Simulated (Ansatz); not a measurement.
Wanted: the native input for an Ansatz 0.2.0 run.

```
Task                : relaxation of cell and atoms
Functional          : r2SCAN
Potentials or basis : Ansatz PAW
Cutoff              : 500 eV (not typed: the program's choice for these potentials)
k mesh              : 7 × 7 × 7
Occupations         : fermi-dirac, width 0.05 eV
Spin                : no spin polarisation
Hubbard terms       : Ta d U = 2 eV
Hubbard projectors  : ortho-atomic (the default)
Double counting     : fll (the default)
```

The system is KTaO3.

```
Ta K O
1.0
     3.98830    0.00000    0.00000
     0.00000    3.98830    0.00000
     0.00000    0.00000    3.98830
Ta K O
1 1 3
Direct
  0.00000 0.00000 0.00000
  0.50000 0.50000 0.50000
  0.00000 0.00000 0.50000
  0.00000 0.50000 0.00000
  0.50000 0.00000 0.00000
```

The input as run:

input.yaml

```yaml
crystal:
  lattice:
    - [3.9883, 0.0, 0.0]
    - [0.0, 3.9883, 0.0]
    - [0.0, 0.0, 3.9883]
  atoms:
    - { symbol: Ta, position: [0.0, 0.0, 0.0] }
    - { symbol: K, position: [0.5, 0.5, 0.5] }
    - { symbol: O, position: [0.0, 0.0, 0.5] }
    - { symbol: O, position: [0.0, 0.5, 0.0] }
    - { symbol: O, position: [0.5, 0.0, 0.0] }
hamiltonian:
  xc: r2scan
  pseudopotentials: { kind: paw }
  hubbard: { sites: [{ species: Ta, l: d, u_eff: 2.0 }] }
kpoints:
  mp_grid: { grid: [7, 7, 7] }
scf:
  occupations: { method: fermi_dirac, width: 0.05 }
output:
  forces: true
  stress: true
  eigenvalues: true
relax:
  f_tol: 0.01
  max_steps: 40
  cell: { stress_tol: 0.05 }
```

Potentials or basis: Ansatz PAW.

Launch:

```console
$ ansatz run input.yaml --threads 2 --pin off --max-ram 5632MiB --backend cpu --events-out ev --progress --plain --runs-dir out
```

It gave:

```json
{
 "Relaxed volume": "12.74 Å³/atom",
 "Relaxed cell": "a = 3.994 Å, b = 3.994 Å, c = 3.994 Å, α = 90.00°, β = 90.00°, γ = 90.00°",
 "Space group after relaxing (to 0.05 Å)": "Pm-3m (No. 221)",
 "Energy gained by relaxing": "0.1 meV/atom",
 "Ionic steps": "4",
 "Pressure after relaxing": "0.0 GPa",
 "Band gap on the k mesh": "2.94 eV, indirect (least direct gap 3.55 eV)"
}
```

Caveat: odd divisions of the mesh miss points on the zone boundary, where band edges often lie, so the gap on the mesh can be too wide; the plane-wave basis is chosen anew once the cell has moved, so the energies of steps on either side of that aren't comparable; spin-orbit coupling is left out, which moves the levels of the heavy elements; the PAW data sets come from PBE, with cores solved anew for the run's functional, which leaves a small shift of forces and pressure.

It took 13 s on 2 threads of Arm Neoverse V1, with other jobs on the host, peak memory 0.51 GiB.
